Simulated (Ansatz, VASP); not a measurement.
## P in VASP and in Ansatz

```
P
1.0
     3.43061    0.00000    0.00000
     0.00000    7.59153    0.00000
     0.00000    0.00000    3.65471
P
6
Cartesian
  0.8577 0.0000 2.8945
  2.5730 0.0000 0.7602
  2.5730 5.1268 1.0758
  0.8577 2.4648 2.5789
  0.8577 5.1268 2.5789
  2.5730 2.4648 1.0758
```

Change from the starting cell: the structure that the rattled cell fell into.

Alike in both runs: functional PBE; k mesh 6 × 4 × 6; occupations gaussian, width 0.1 eV; no spin polarisation.

Ansatz relaxed the structure, and its values are those at the end. VASP's run is a single point on that final structure, the one shown.

```csv
,VASP,Ansatz
version,VASP 6.6.1,Ansatz 0.2.0
potentials or method,"VASP PAW PBE potentials, release 64 (P)","scalar-relativistic, plane waves, PAW"
plane-wave cutoff (eV),520,420
valence electrons in the cell,30,30
```

VASP gave:

```
gap on the k mesh at the Fermi level (eV) : none
pressure (GPa)                            : -0.3
rms of the force components (eV/Å)        : 0.028
```

Problem. Estimate Ansatz's values.

Solution. gap on the k mesh at the Fermi level (eV): none; pressure (GPa): 0.0; rms of the force components (eV/Å): 0.001.

A gap of «none» marks a metal or a gap that the smearing closes.
